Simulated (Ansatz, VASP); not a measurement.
**K in VASP and in Ansatz**

```
K
1.0
     2.43796   -4.04761    0.00000
     2.43796    4.04761    0.00000
     0.00000    0.00000    7.81180
K
2
Direct
  0.82061 0.17939 0.25000
  0.17939 0.82061 0.75000
```

Alike in both runs: functional r2SCAN; k mesh 10 × 10 × 6; occupations gaussian, width 0.1 eV; no spin polarisation.

Ansatz relaxed the structure, and its values are those at the end. VASP's run is a single point on that final structure, the one shown.

|  | VASP | Ansatz |
| --- | --- | --- |
| version | VASP 6.6.1 | Ansatz 0.2.0 |
| potentials or method | VASP PAW PBE potentials, release 64 (K_sv) | scalar-relativistic, plane waves, PAW |
| plane-wave cutoff (eV) | 520 | 500 |
| valence electrons in the cell | 18 | 18 |

|  | VASP | Ansatz | Ansatz less VASP |
| --- | --- | --- | --- |
| gap on the k mesh at the Fermi level (eV) | none | none | - |
| pressure (GPa) | 0.0 | 0.0 | +0.02 |

A gap of «none» marks a metal or a gap that the smearing closes.

Caveats: the PAW data sets were made with another functional, which shifts forces and pressure a little (VASP).
